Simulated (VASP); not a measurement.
# InP (F-43m) in VASP: notebook, part 2 of 3

VASP 6.6.1.

## (4) Dielectric tensor, PBE

INCAR reads:

```
SYSTEM = InP
PREC = Accurate
ENCUT = 500
EDIFF = 1E-8
ISMEAR = 0
SIGMA = 0.01
LREAL = .False.
LASPH = .True.
NELM = 100
ALGO = Normal
ISIF = 2
LWAVE = .False.
LCHARG = .False.
GGA = PE
LEPSILON = .True.
```

KPOINTS reads:

```
regular mesh
0
Gamma
  5 5 5
  0 0 0
```

POSCAR reads:

```
InP
1.0
    0.0000000000      2.9305000000      2.9305000000
    2.9305000000      0.0000000000      2.9305000000
    2.9305000000      2.9305000000      0.0000000000
In P
1 1
Direct
    0.0000000000      0.0000000000      0.0000000000
    0.7500000000      0.7500000000      0.7500000000
```

Potentials or basis: VASP PAW PBE potentials, release 64 (In_d, P).

On the command line:

```bash
> cat potpaw_PBE.64/In_d/POTCAR potpaw_PBE.64/P/POTCAR > POTCAR
> mpirun -np 1 vasp_std > vasp.out
```

OUTCAR:

```text
SYSTEM = InP
   PREC = Accurate
   ENCUT = 500
   EDIFF = 1E-8
   ISMEAR = 0
   LREAL = .False.
   LASPH = .True.
   NELM = 100
   ISIF = 2
   GGA = PE
   LEPSILON = .True.

 Found     10 irreducible k-points:

 Following reciprocal coordinates:
            Coordinates               Weight
  0.000000  0.000000  0.000000      1.000000
  0.200000  0.000000  0.000000      8.000000
  0.400000  0.000000  0.000000      8.000000
  0.200000  0.200000  0.000000      6.000000
  0.400000  0.200000  0.000000     24.000000
 -0.400000  0.200000  0.000000     24.000000
   k-points           NKPTS =     10   k-points in BZ     NKDIM =     10   number of bands    NBANDS=     13
   number of dos      NEDOS =    301   number of ions     NIONS =      2
   total plane-waves  NPLWV =  27000
   dimension x,y,z NGX =    30 NGY =   30 NGZ =   30
   dimension x,y,z NGXF=    60 NGYF=   60 NGZF=   60
   ions per type =               1   1
   NGX,Y,Z   is equivalent  to a cutoff of  12.03, 12.03, 12.03 a.u.
   NGXF,Y,Z  is equivalent  to a cutoff of  24.07, 24.07, 24.07 a.u.
 SYSTEM =  InP
   PREC   = accura    normal or accurate (medium, high low for compatibility)
   ISTART =      0    job   : 0-new  1-cont  2-samecut
   ICHARG =      2    charge: 1-file 2-atom 10-const
   ISPIN  =      1    spin polarized calculation?
   LNONCOLLINEAR =      F non collinear calculations
   LSORBIT =      F    spin-orbit coupling
   LASPH  =      T    aspherical Exc in radial PAW
   ENCUT  =  500.0 eV  36.75 Ry    6.06 a.u.   7.56  7.56  7.56*2*pi/ulx,y,z
   NELM   =    100;   NELMIN=  2; NELMDL= -5     # of ELM steps
   EDIFF  = 0.1E-07   stopping-criterion for ELM
   LREAL  =      F    real-space projection
   EDIFFG = 0.1E-06   stopping-criterion for IOM
   NSW    =      0    number of steps for IOM
   IBRION =     -1    ionic relax: 0-MD 1-quasi-New 2-CG
   NFREE  =      0    steps in history (QN), initial steepest desc. (CG)
   ISIF   =      2    stress and relaxation
   ISYM   =      2    0-nonsym 1-usesym 2-fastsym
   POTIM  = 0.5000    time-step for ionic-motion
   TEBEG  =    0.0;   TEEND  =   0.0 temperature during run
   PSTRESS=    0.0 pullay stress
   NELECT =      18.0000    total number of electrons
   NUPDOWN=      -1.0000    fix difference up-down
   EMIN   =  10.00;   EMAX   =-10.00  energy-range for DOS
   EFERMI =   0.00;   METHOD = LEGACY
   ISMEAR =     0;   SIGMA  =   0.01  broadening in eV -4-tet -1-fermi 0-gaus
   EFERMI_NEDOS =   21; number of points for ismear=-14 and -15
   IALGO  =     38    algorithm
   IMIX   =      4    mixing-type and parameters
     AMIX     =   0.40;   BMIX     =  1.00
     AMIX_MAG =   1.60;   BMIX_MAG =  1.00
  volume/ion in A,a.u.               =      25.17       169.83
  Fermi-wavevector in a.u.,A,eV,Ry     =   1.162021  2.195901 18.371846  1.350293
  Thomas-Fermi vector in A             =   2.298587
   LORBIT       =      0    0 simple, 1 ext, 2 COOP (PROOUT), +10 PAW based schemes
   GGA     = PE    functional components
   LHFCALC =     F    Hartree Fock is set to
   AEXX    =    0.0000 exact exchange contribution
   IVDW    =     0    specifies the selected vdW correction
   LEPSILON=     T    determine dielectric tensor
   LRPA    =     F    only Hartree local field effects (RPA)
 non-spin polarized calculation
 Gauss-broadening in eV      SIGMA  =   0.01
  energy-cutoff  :      500.00
[... 111 lines left out ...]

 [... further k-points ...]

  FORCE on cell =-STRESS in cart. coord.  units (eV):
  Direction    XX          YY          ZZ          XY          YZ          ZX
  --------------------------------------------------------------------------------------
  -------------------------------------------------------------------------------------
  Total        1.0427554      1.0427554      1.0427554     -0.0000000      0.0000000      0.0000000
  in kB       33.1923386     33.1923386     33.1923386     -0.0000000      0.0000000      0.0000000
  external PRESSURE =      33.1923386 kB  Pullay stress =       0.0000000 kB

 VOLUME and BASIS-vectors are now :
 -----------------------------------------------------------------------------
  energy-cutoff  :      500.00
  volume of cell :       50.33
      direct lattice vectors                 reciprocal lattice vectors
     0.000000000  2.930500000  2.930500000    -0.170619348  0.170619348  0.170619348
     2.930500000  0.000000000  2.930500000     0.170619348 -0.170619348  0.170619348
     2.930500000  2.930500000  0.000000000     0.170619348  0.170619348 -0.170619348

 POSITION                                       TOTAL-FORCE (eV/Angst)
 -----------------------------------------------------------------------------------
      0.00000      0.00000      0.00000        -0.000000     -0.000000     -0.000000
      4.39575      4.39575      4.39575         0.000000      0.000000      0.000000
 -----------------------------------------------------------------------------------
    total drift:                               -0.000000     -0.000000      0.000000

  FREE ENERGIE OF THE ION-ELECTRON SYSTEM (eV)
  ---------------------------------------------------
  free  energy   TOTEN  =        -8.3473416659 eV

  energy  without entropy=       -8.3473416659  energy(sigma->0) =       -8.34734167

 HEAD OF MICROSCOPIC STATIC DIELECTRIC TENSOR (INDEPENDENT PARTICLE, excluding Hartree and local field effects)
 ------------------------------------------------------
          28.883667     0.000000     0.000000
           0.000000    28.883667    -0.000000
           0.000000    -0.000000    28.883667
 ------------------------------------------------------

 Free energy of the ion-electron system (eV)
  ---------------------------------------------------
  ---------------------------------------------------
  free energy    TOTEN  =        -4.06006472 eV

  energy without entropy =       -4.06006472

------------------------ aborting loop because EDIFF is reached ----------------------------------------

--------------------------------------- Ionic step        2  -------------------------------------------

------------------------ aborting loop because EDIFF is reached ----------------------------------------

--------------------------------------- Ionic step        3  -------------------------------------------

 Free energy of the ion-electron system (eV)
  ---------------------------------------------------
  ---------------------------------------------------
  free energy    TOTEN  =        -4.06006377 eV

  energy without entropy =       -4.06006377

------------------------ aborting loop because EDIFF is reached ----------------------------------------

 PIEZOELECTRIC TENSOR FIELD DIRECTION 3  (e Angst)
 -----------------------------------------------------------------------------
     0.00006  3.49076  0.00000           (  0.00000  0.02259  0.00000)
     3.49076  0.00006  0.00000           (  0.02259  0.00000  0.00000)
     0.00000  0.00000 -0.00125           (  0.00000  0.00000 -0.00000)

 PIEZOELECTRIC TENSOR FIELD DIRECTION 3  (C/m^2)
 -----------------------------------------------------------------------------
     0.00002  1.11116  0.00000
     1.11116  0.00002  0.00000
     0.00000  0.00000 -0.00040

 MACROSCOPIC STATIC DIELECTRIC TENSOR (including local field effects in DFT)
 ------------------------------------------------------
          28.648466     0.000000     0.000000
           0.000000    28.648466    -0.000000
           0.000000     0.000000    28.648466
 ------------------------------------------------------

 PIEZOELECTRIC TENSOR (including local field effects)  for field in x, y, z        (e  Angst)
          XX          YY          ZZ          XY          YZ          ZX
  --------------------------------------------------------------------------------
  x     0.00000     0.00000     0.00000     0.00000     3.51451     0.00000
  y    -0.00000    -0.00000    -0.00000     0.00000     0.00000     3.51451
  z     0.00000     0.00000     0.00000     3.51451     0.00000     0.00000

 PIEZOELECTRIC TENSOR (including local field effects)  for field in x, y, z        (C/m^2)
          XX          YY          ZZ          XY          YZ          ZX
  --------------------------------------------------------------------------------
  x     0.00000     0.00000     0.00000     0.00000     1.11872     0.00000
  y    -0.00000    -0.00000    -0.00000     0.00000     0.00000     1.11872
  z     0.00000     0.00000     0.00000     1.11872     0.00000     0.00000

 BORN EFFECTIVE CHARGES (including local field effects) (in |e|, cummulative output)
 ---------------------------------------------------------------------------------
 ion    1
    1     3.10961    -0.00000     0.00000
    2    -0.00000     3.10961    -0.00000
    3    -0.00000    -0.00000     3.10961
 ion    2
    1    -3.10961     0.00000    -0.00000
    2     0.00000    -3.10961     0.00000
    3     0.00000     0.00000    -3.10961
```

stdout:

```text
POSCAR found type information on POSCAR InP
 POSCAR found :  2 types and       2 ions
 scaLAPACK will be used
 LDA part: xc-table for (Slater+PW92), standard interpolation
 POSCAR, INCAR and KPOINTS ok, starting setup
 FFT: planning ... GRIDC
 FFT: planning ... GRID_SOFT
 FFT: planning ... GRID
 WAVECAR not read
 entering main loop
 Linear response reoptimize wavefunctions to high precision
 Linear response G [H, r] |phi>, progress :
  Direction:   1
 Linear response G [H, r] |phi>, progress :
  Direction:   2
 Linear response G [H, r] |phi>, progress :
  Direction:   3
 Linear response to external field (no local field effect), progress :
  Direction:   1
 dielectric tensor                  component  1 :    31.162     8.091     3.060
 Linear response to external field (no local field effect), progress :
  Direction:   2
 dielectric tensor                  component  2 :     8.091    31.252    -3.153
 Linear response to external field (no local field effect), progress :
  Direction:   3
 dielectric tensor                  component  3 :     3.063    -3.155    24.237
 Linear response to external field, progress :
  Direction:   1
 dielectric tensor                  component  1 :    28.648     5.204     1.078
 Linear response to external field, progress :
  Direction:   2
 dielectric tensor                  component  2 :     5.205    28.648     0.977
 Linear response to external field, progress :
  Direction:   3
 dielectric tensor                  component  3 :     3.915     2.367    28.648
 Born effective charges drift removed
```

It took 73 s on 1 thread of Intel Xeon 6975P-C (Granite Rapids), shared host; peak memory 0.2 GiB.

These settings aren't checked as converged: the numbers below hold their error.

Results:

```yaml
Band_gap_on_the_k_mesh: 0.71 eV, direct
Electronic_dielectric_tensor_diagonal: 28.65
Born_charges_mean_of_the_diagonal: In +3.11; P -3.11 e
```

Caveat: spin-orbit coupling is left out, which moves the levels of the heavy elements.

## (5) Dielectric tensor, PBE

INCAR, as its differences from that of step 4:

```diff
@@ -2,3 +2,3 @@
 PREC = Accurate
-ENCUT = 500
+ENCUT = 400
 EDIFF = 1E-8
```

KPOINTS reads:

```
regular mesh
0
Gamma
  6 6 6
  0 0 0
```

POSCAR is that of step 4.

Potentials or basis: VASP PAW PBE potentials, release 64 (In_d, P).

On the command line:

```bash
> cat potpaw_PBE.64/In_d/POTCAR potpaw_PBE.64/P/POTCAR > POTCAR
> mpirun -np 1 vasp_std > vasp.out
```

OUTCAR:

```text
SYSTEM = InP
   PREC = Accurate
   ENCUT = 400
   EDIFF = 1E-8
   ISMEAR = 0
   LREAL = .False.
   LASPH = .True.
   NELM = 100
   ISIF = 2
   GGA = PE
   LEPSILON = .True.

 Found     16 irreducible k-points:

 Following reciprocal coordinates:
            Coordinates               Weight
  0.000000  0.000000  0.000000      1.000000
  0.166667  0.000000  0.000000      8.000000
  0.333333  0.000000  0.000000      8.000000
  0.500000  0.000000  0.000000      4.000000
  0.166667  0.166667  0.000000      6.000000
  0.333333  0.166667  0.000000     24.000000
   k-points           NKPTS =     16   k-points in BZ     NKDIM =     16   number of bands    NBANDS=     13
   number of dos      NEDOS =    301   number of ions     NIONS =      2
   total plane-waves  NPLWV =  21952
   dimension x,y,z NGX =    28 NGY =   28 NGZ =   28
   dimension x,y,z NGXF=    56 NGYF=   56 NGZF=   56
   ions per type =               1   1
   NGX,Y,Z   is equivalent  to a cutoff of  11.23, 11.23, 11.23 a.u.
   NGXF,Y,Z  is equivalent  to a cutoff of  22.46, 22.46, 22.46 a.u.
 SYSTEM =  InP
   PREC   = accura    normal or accurate (medium, high low for compatibility)
   ISTART =      0    job   : 0-new  1-cont  2-samecut
   ICHARG =      2    charge: 1-file 2-atom 10-const
   ISPIN  =      1    spin polarized calculation?
   LNONCOLLINEAR =      F non collinear calculations
   LSORBIT =      F    spin-orbit coupling
   LASPH  =      T    aspherical Exc in radial PAW
   ENCUT  =  400.0 eV  29.40 Ry    5.42 a.u.   6.76  6.76  6.76*2*pi/ulx,y,z
   NELM   =    100;   NELMIN=  2; NELMDL= -5     # of ELM steps
   EDIFF  = 0.1E-07   stopping-criterion for ELM
   LREAL  =      F    real-space projection
   EDIFFG = 0.1E-06   stopping-criterion for IOM
   NSW    =      0    number of steps for IOM
   IBRION =     -1    ionic relax: 0-MD 1-quasi-New 2-CG
   NFREE  =      0    steps in history (QN), initial steepest desc. (CG)
   ISIF   =      2    stress and relaxation
   ISYM   =      2    0-nonsym 1-usesym 2-fastsym
   POTIM  = 0.5000    time-step for ionic-motion
   TEBEG  =    0.0;   TEEND  =   0.0 temperature during run
[... 170 lines left out ...]
          -0.000000    21.086643    -0.000000
          -0.000000    -0.000000    21.086643
 ------------------------------------------------------

 Free energy of the ion-electron system (eV)
  ---------------------------------------------------
  ---------------------------------------------------
  free energy    TOTEN  =        -2.90961971 eV

  energy without entropy =       -2.90961971

------------------------ aborting loop because EDIFF is reached ----------------------------------------

--------------------------------------- Ionic step        2  -------------------------------------------

------------------------ aborting loop because EDIFF is reached ----------------------------------------

--------------------------------------- Ionic step        3  -------------------------------------------

 Free energy of the ion-electron system (eV)
  ---------------------------------------------------
  ---------------------------------------------------
  free energy    TOTEN  =        -2.90961985 eV

  energy without entropy =       -2.90961985

------------------------ aborting loop because EDIFF is reached ----------------------------------------

 PIEZOELECTRIC TENSOR FIELD DIRECTION 3  (e Angst)
 -----------------------------------------------------------------------------
    -0.00071  3.05170  0.00000           (  0.00000  0.02767  0.00000)
     3.05170 -0.00071  0.00000           (  0.02767  0.00000  0.00000)
     0.00000  0.00000 -0.00010           (  0.00000  0.00000 -0.00000)

 PIEZOELECTRIC TENSOR FIELD DIRECTION 3  (C/m^2)
 -----------------------------------------------------------------------------
    -0.00022  0.97140  0.00000
     0.97140 -0.00022  0.00000
     0.00000  0.00000 -0.00003

 MACROSCOPIC STATIC DIELECTRIC TENSOR (including local field effects in DFT)
 ------------------------------------------------------
          20.772712    -0.000000    -0.000000
          -0.000000    20.772712    -0.000000
           0.000000    -0.000000    20.772712
 ------------------------------------------------------

 PIEZOELECTRIC TENSOR (including local field effects)  for field in x, y, z        (e  Angst)
          XX          YY          ZZ          XY          YZ          ZX
  --------------------------------------------------------------------------------
  x     0.00000     0.00000    -0.00000     0.00000     3.06606     0.00000
  y     0.00000    -0.00000    -0.00000     0.00000     0.00000     3.06606
  z    -0.00000    -0.00000     0.00000     3.06606    -0.00000     0.00000

 PIEZOELECTRIC TENSOR (including local field effects)  for field in x, y, z        (C/m^2)
          XX          YY          ZZ          XY          YZ          ZX
  --------------------------------------------------------------------------------
  x     0.00000     0.00000    -0.00000     0.00000     0.97597     0.00000
  y     0.00000    -0.00000    -0.00000     0.00000     0.00000     0.97597
  z    -0.00000    -0.00000     0.00000     0.97597    -0.00000     0.00000

 BORN EFFECTIVE CHARGES (including local field effects) (in |e|, cummulative output)
 ---------------------------------------------------------------------------------
 ion    1
    1     2.84030     0.00000     0.00000
    2     0.00000     2.84030     0.00000
    3     0.00000     0.00000     2.84030
 ion    2
    1    -2.84030     0.00000     0.00000
    2    -0.00000    -2.84030    -0.00000
    3     0.00000     0.00000    -2.84030
```

OSZICAR:

```text
[... 13 lines left out ...]
RMM:   8    -0.290958554951E+01   -0.21725E-03    0.60634E-05  2336   0.337E-02    0.872E-03
RMM:   9    -0.290971613799E+01   -0.13059E-03    0.86126E-05  2292   0.103E-02    0.105E-03
RMM:  10    -0.290963846598E+01    0.77672E-04    0.28849E-06  2415   0.364E-03    0.159E-03
RMM:  11    -0.290963658144E+01    0.18845E-05   -0.13642E-06  2377   0.141E-03    0.131E-03
RMM:  12    -0.290962600715E+01    0.10574E-04   -0.16650E-06  2117   0.584E-04    0.229E-04
RMM:  13    -0.290962126928E+01    0.47379E-05   -0.26350E-06  2030   0.279E-04    0.120E-04
RMM:  14    -0.290962061626E+01    0.65302E-06   -0.27170E-07  1342   0.162E-04    0.366E-05
RMM:  15    -0.290961962202E+01    0.99424E-06   -0.30654E-07   875   0.116E-04    0.102E-05
RMM:  16    -0.290961985161E+01   -0.22959E-06   -0.52259E-07   536   0.104E-04    0.887E-06
```

Wall time 80 s (1 thread of Intel Xeon 6975P-C (Granite Rapids), shared host); peak memory 0.2 GiB.

The run converged, but some of its settings lie outside the range that counts as converged, so its numbers aren't taken as properties of the crystal.

Results:

```yaml
Band_gap_on_the_k_mesh: 0.71 eV, direct
Electronic_dielectric_tensor_diagonal: 20.77
Born_charges_mean_of_the_diagonal: In +2.84; P -2.84 e
```

Caveat: spin-orbit coupling is left out, which moves the levels of the heavy elements.

(Continued in part 3 of 3.)
